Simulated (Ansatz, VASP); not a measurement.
GaN in VASP and in Ansatz

The input INCAR:

```
SYSTEM = GaN
ALGO = Normal
EDIFF = 1E-7
ENCUT = 520
GGA = PE
ISIF = 2
ISMEAR = 0
LASPH = .TRUE.
LCHARG = .FALSE.
LREAL = .FALSE.
LWAVE = .FALSE.
NBANDS = 26
NELM = 80
PREC = Accurate
SIGMA = 0.01
```

File KPOINTS:

```
k-points
0
G
  6 6 3
  0 0 0
```

Contents of POSCAR:

```
GaN
1.0
    3.1800000000      0.0000000000      0.0000000000
   -1.5900000000      2.7539607800      0.0000000000
    0.0000000000      0.0000000000      5.1660000000
Ga N
2 2
Direct
    0.3333333333      0.6666666667      0.0000000000
    0.6666666667      0.3333333333      0.5000000000
    0.3333333333      0.6666666667      0.3750000000
    0.6666666667      0.3333333333      0.8750000000
```

Input for Ansatz:

```yaml
crystal:
  lattice:
    - [3.18, 0.0, 0.0]
    - [-1.59, 2.75396078, 0.0]
    - [0.0, 0.0, 5.166]
  atoms:
    - { symbol: Ga, position: [0.3333333333333333, 0.6666666666666666, 0.0] }
    - { symbol: Ga, position: [0.6666666666666666, 0.3333333333333333, 0.5] }
    - { symbol: "N", position: [0.3333333333333333, 0.6666666666666666, 0.375] }
    - { symbol: "N", position: [0.6666666666666666, 0.3333333333333333, 0.8750000000000001] }
basis:
  ecutwfc: 420.0
kpoints:
  mp_grid:
    grid: [6, 6, 3]
    shift: [0.0, 0.0, 0.0]
hamiltonian:
  xc: pbe
scf:
  occupations:
    method: fixed
output:
  eigenvalues: true
```

Alike in both runs: task single point; functional PBE; k mesh 6 × 6 × 3; no spin polarisation.

```csv
,VASP,Ansatz
version,VASP 6.6.1,Ansatz 0.2.0
potentials or method,"VASP PAW PBE potentials, release 64 (Ga_d, N)","plane waves, PAW"
plane-wave cutoff (eV),520,420
occupations,"gaussian, width 0.01 eV",fixed
valence electrons in the cell,36,36
```

Ansatz gave:

| Item | Value |
| --- | --- |
| gap on the k mesh at the Fermi level (eV) | 1.96 |

Q: What did VASP give for the same quantities?

A: gap on the k mesh at the Fermi level (eV): 1.97.

Expect the measured gap to be larger: semilocal functionals such as PBE lack the derivative discontinuity.
